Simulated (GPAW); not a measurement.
The system is PbSe.

```xyz
2
Lattice="3.7843 0.0000 0.0000 0.0000 3.7843 0.0000 0.0000 0.0000 3.7843" Properties=species:S:1:pos:R:3 pbc="T T T"
Pb    0.0000    0.0000    0.0000
Se    1.8922    1.8922    1.8922
```

Measurements of this composition are mostly on another form, of space group No. 225.

| Quantity | Value |
| --- | --- |
| Program | GPAW 26.7.0 |
| Task | single point |
| Functional | PBE |
| Potentials or basis | GPAW PAW data sets (gpaw-data 1.2.1) |
| Cutoff | 600 eV |
| Basis | pw |
| k mesh | 7 × 7 × 7 |
| Occupations | fermi-dirac, width 0.05 eV |
| Spin | no spin polarisation |

On this cell: pressure -0.4 GPa; largest force zero by symmetry; band gap on the k mesh none (metal or under the smearing width).

The same run follows on a disturbed copy (atoms moved at random, drawn with an rms of 0.05 Å):

```
CELL_PARAMETERS angstrom
3.78432 0.00000 0.00000
0.00000 3.78432 0.00000
0.00000 0.00000 3.78432
ATOMIC_POSITIONS crystal
Pb 0.01013 0.99205 0.99264
Se 0.50635 0.49382 0.50459
```

Question: What changes?

Answer: The energy (extrapolated to zero smearing) moves by -0.5 meV/atom; pressure -0.3 GPa; largest force 0.041 eV/Å; band gap on the k mesh none (metal or under the smearing width).

Forces in eV/Å, atoms in the order of the input:
```
Pb   0.012 -0.006 -0.038
Se  -0.012  0.006  0.038
```
